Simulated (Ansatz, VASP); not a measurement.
**GaP: 3 runs at one level of theory**

The starting cell:

```
Ga P
1.0
     0.00000    2.72525    2.72525
     2.72525    0.00000    2.72525
     2.72525    2.72525    0.00000
Ga P
1 1
Direct
  0.00000 0.00000 0.00000
  0.75000 0.75000 0.75000
```

Alike in all runs: task relaxation of cell and atoms; functional PBEsol; dispersion D4; k mesh 8 × 8 × 8; occupations fermi-dirac, width 0.05 eV; no spin polarisation; no spin-orbit coupling.

```tsv
program and potentials	plane-wave cutoff (eV)	notes	equilibrium volume (Å³/atom)
Ansatz, Ansatz PAW	420	potentials made for PBE, which Ansatz adapts in part	19.69
VASP, PBE PAW files Ga_d, P, 600 eV	600	potentials made for PBE	19.68
Ansatz, all-electron LAPW, scalar-relativistic	-	-	19.69
```

The equilibrium volume spans 19.68 (VASP, PBE PAW files Ga_d, P, 600 eV) to 19.69 Å³/atom (Ansatz, Ansatz PAW), with all-electron results at 19.69. Relaxations stop with a little pressure left, so the last digit of a volume isn't settled.

Differences between rows come from potentials, basis sets and numerical settings, since the functional is the same but for its coding. Runs on potential files found faulty are left out.
